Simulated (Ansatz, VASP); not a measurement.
## Ti: VASP beside Ansatz

```
Ti
1.0
     0.00000    2.03000    2.03000
     2.03000    0.00000    2.03000
     2.03000    2.03000    0.00000
Ti
1
Direct
  0.00000 0.00000 0.00000
```

Alike in both runs: task single point; functional PBEsol; k mesh 11 × 11 × 11; occupations fermi-dirac, width 0.05 eV; no spin polarisation.

|  | VASP | Ansatz |
| --- | --- | --- |
| version | VASP 6.6.1 | Ansatz 0.2.0 |
| potentials or method | VASP PAW PBE potentials, release 64 (Ti_sv), cutoff 520 eV | all-electron LAPW, scalar-relativistic |

```tsv
	VASP	Ansatz	Ansatz less VASP
gap on the k mesh at the Fermi level (eV)	none	none	-
pressure (GPa)	-0.8	-0.5	+0.30
```

A gap of «none» marks a metal or a gap that the smearing closes. Ansatz ran all-electron here, so the differences hold the error of VASP's frozen core and of both bases.

Caveats: the PAW data sets were made with another functional, which shifts forces and pressure a little (VASP).
